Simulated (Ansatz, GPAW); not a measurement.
This is a calculation of PbF2 (Fluorocronite) for GPAW 26.7.0 (ASE script). 

Contents of run.py:

```python
from ase import Atoms
from ase.dft.bandgap import bandgap
from ase.io import write
from ase.units import GPa
from gpaw import GPAW, PW

atoms = Atoms(['Pb', 'F', 'F'],
              cell=[[0.0, 2.96366, 2.96366],
                    [2.96366, 0.0, 2.96366],
                    [2.96366, 2.96366, 0.0]],
              scaled_positions=[[0.0, 0.0, 0.0],
                                [0.75, 0.75, 0.75],
                                [0.25, 0.25, 0.25]],
              pbc=True)

calc = GPAW(mode=PW(800),
            xc='RPBE',
            kpts={'size': (8, 8, 8), 'gamma': True},
            occupations={'name': 'methfessel-paxton', 'order': 0, 'width': 0.05},
            nbands=25,
            convergence={'density': 1e-05, 'energy': 1e-05},
            maxiter=150,
            txt='gpaw.txt')
atoms.calc = calc
energy = atoms.get_potential_energy()
forces = atoms.get_forces()
stress = atoms.get_stress()
calc.write('gs.gpw')
write('result.traj', atoms)
print(f'Energy: {energy:.6f} eV')
print('Forces (eV/A):')
print(forces.round(4))
print('Stress (GPa):', (stress / GPa).round(3))
print('Fermi level:', round(calc.get_fermi_level(), 4), 'eV')
print(f'Gap: {bandgap(calc)[0]:.4f} eV, direct: {bandgap(calc, direct=True)[0]:.4f} eV')
```

Potentials or basis: the program's PAW data sets (release 1.2.1) made for this functional, pw.

Run with:

```sh
$ OMP_NUM_THREADS=1 python run.py
```

Q: What does the same run look like in Ansatz 0.2.0? Potentials or basis there: Ansatz PAW, cutoff 420 eV.

A: As run (cutoffs and basis follow the program's own potentials, and thresholds, step limits or extra output files can differ):

Contents of input.yaml:

```yaml
crystal:
  lattice:
    - [0.0, 2.96366, 2.96366]
    - [2.96366, 0.0, 2.96366]
    - [2.96366, 2.96366, 0.0]
  atoms:
    - { symbol: Pb, position: [0.0, 0.0, 0.0] }
    - { symbol: F, position: [0.75, 0.75, 0.75] }
    - { symbol: F, position: [0.25, 0.25, 0.25] }
hamiltonian:
  xc: rpbe
  pseudopotentials: { kind: paw }
kpoints:
  mp_grid: { grid: [8, 8, 8] }
scf:
  occupations: { method: gaussian, width: 0.05 }
output:
  forces: true
  stress: true
  eigenvalues: true
```

Potentials or basis: Ansatz PAW.

Command:

```bash
$ ansatz run input.yaml --threads 2 --pin off --max-ram 5632MiB --backend cpu --events-out ev --progress --plain --runs-dir out
```

Both were run:

|  | GPAW | Ansatz |
| --- | --- | --- |
| Pressure | 4.6 GPa | 5.9 GPa |

Ansatz's pressure holds a Pulay term of +0.40 GPa for its cutoff of 420 eV, which the other run lacks.

Ansatz's potentials were made for PBE.

Where Ansatz's input types no cutoff or centring, it takes its own default and a Γ-centred mesh.

Pressure is positive in compression.
